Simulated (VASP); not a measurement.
Crystal: Cu2O (Cuprite).

```
CELL_PARAMETERS angstrom
4.26000 0.00000 0.00000
0.00000 4.26000 0.00000
0.00000 0.00000 4.26000
ATOMIC_POSITIONS crystal
Cu 0.25000 0.25000 0.25000
Cu 0.25000 0.75000 0.75000
Cu 0.75000 0.75000 0.25000
Cu 0.75000 0.25000 0.75000
O 0.00000 0.00000 0.00000
O 0.50000 0.50000 0.50000
```

```yaml
Program: VASP 6.6.1
Task: relaxation of cell and atoms
Functional: PBEsol
Potentials_or_basis: VASP PAW PBE potentials, release 64 (Cu, O)
Cutoff: 600 eV
k_mesh: 6 × 6 × 6
Occupations: gaussian, width 0.03 eV
Spin: no spin polarisation
```

At the start: pressure -2.5 GPa; volume 12.88 Å³/atom.

Q: How do energy, volume and symmetry change on relaxing?

A: Over 3 steps the energy falls by 2.1 meV/atom and the volume is 12.62 Å³/atom (-2.0 %); space group Pn-3m (No. 224, to 0.05 Å).

The path:
| step | energy change (eV) | largest force (eV/Å) | pressure (GPa) | volume (Å³) |
| --- | --- | --- | --- | --- |
| 1 | 0.0000 | 0.0000 | -2.52 | 77.31 |
| 2 | -0.0099 | 0.0000 | 1.14 | 75.07 |
| 3 | -0.0125 | 0.0000 | 0.04 | 75.75 |

Final structure:
```
Cu O
1.0
     4.23113    0.00000    0.00000
     0.00000    4.23113    0.00000
     0.00000    0.00000    4.23113
Cu O
4 2
Direct
  0.25000 0.25000 0.25000
  0.25000 0.75000 0.75000
  0.75000 0.75000 0.25000
  0.75000 0.25000 0.75000
  0.00000 0.00000 0.00000
  0.50000 0.50000 0.50000
```

Caveat: the PAW data sets were made with another functional, which shifts forces and pressure a little.
